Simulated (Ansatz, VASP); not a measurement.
## AgCl in VASP and in Ansatz

INCAR

```
SYSTEM = AgCl
ALGO = Normal ; EDIFF = 1E-7
EDIFFG = -0.005 ; ENCUT = 600
GGA = PS ; IBRION = 2
ISIF = 3 ; ISMEAR = 0
LASPH = .True. ; LCHARG = .False.
LREAL = .False. ; LWAVE = .False.
NELM = 60 ; NSW = 100
PREC = Accurate ; SIGMA = 0.02
```

Contents of KPOINTS:

```
k-points
0
Gamma
  8 8 8
  0 0 0
```

POSCAR

```
AgCl
1.0
    0.0000000000      2.7726629968      2.7726629968
    2.7726629968      0.0000000000      2.7726629968
    2.7726629968      2.7726629968      0.0000000000
Ag Cl
1 1
Direct
    0.0000000000      0.0000000000      0.0000000000
    0.5000000000      0.5000000000      0.5000000000
```

Input for Ansatz:

```yaml
crystal:
  lattice:
    - [0.0, 2.7726629968, 2.7726629968]
    - [2.7726629968, 0.0, 2.7726629968]
    - [2.7726629968, 2.7726629968, 0.0]
  atoms:
    - { symbol: Ag, position: [0.0, 0.0, 0.0] }
    - { symbol: Cl, position: [0.5, 0.5, 0.5] }
basis:
  ecutwfc: 420
kpoints:
  mp_grid: { grid: [8, 8, 8] }
hamiltonian:
  xc: pbesol
scf:
  occupations: { method: gaussian, width: 0.02 }
output:
  forces: true
  stress: true
  eigenvalues: true
  write_density: true
  write_potential: true
  elf: true
  volumetric_format: npy
relax:
  adjacent_minimum: "off"
  f_tol: 0.005
  max_steps: 80
  cell: { stress_tol: 0.05 }
```

The cell is a database's computed one.

Alike in both runs: task relaxation of cell and atoms; functional PBEsol; k mesh 8 × 8 × 8; occupations gaussian, width 0.02 eV; no spin polarisation.

|  | VASP | Ansatz |
| --- | --- | --- |
| version | VASP 6.6.1 | Ansatz 0.2.0 |
| potentials or method | VASP PAW PBE potentials, release 64 (Ag, Cl) | scalar-relativistic, plane waves, PAW |
| plane-wave cutoff (eV) | 600 | 420 |
| valence electrons in the cell | 18 | 26 |

VASP gave:

- gap on the k mesh at the Fermi level, each at its own relaxed structure (eV): 0.72
- relaxed volume (Å³/atom): 20.19
- relaxed cell length with the largest relative difference (Å): 3.851
- energy change over the relaxation (meV/atom): -10

Question: Estimate Ansatz's values.

Answer: gap on the k mesh at the Fermi level, each at its own relaxed structure (eV): 0.72; relaxed volume (Å³/atom): 20.22; relaxed cell length with the largest relative difference (Å): 3.853; energy change over the relaxation (meV/atom): -10.

The two sets of potentials don't hold the same shells in valence.

Caveats: the PAW data sets were made with another functional, which shifts forces and pressure a little (VASP). A k mesh can miss the band edges.
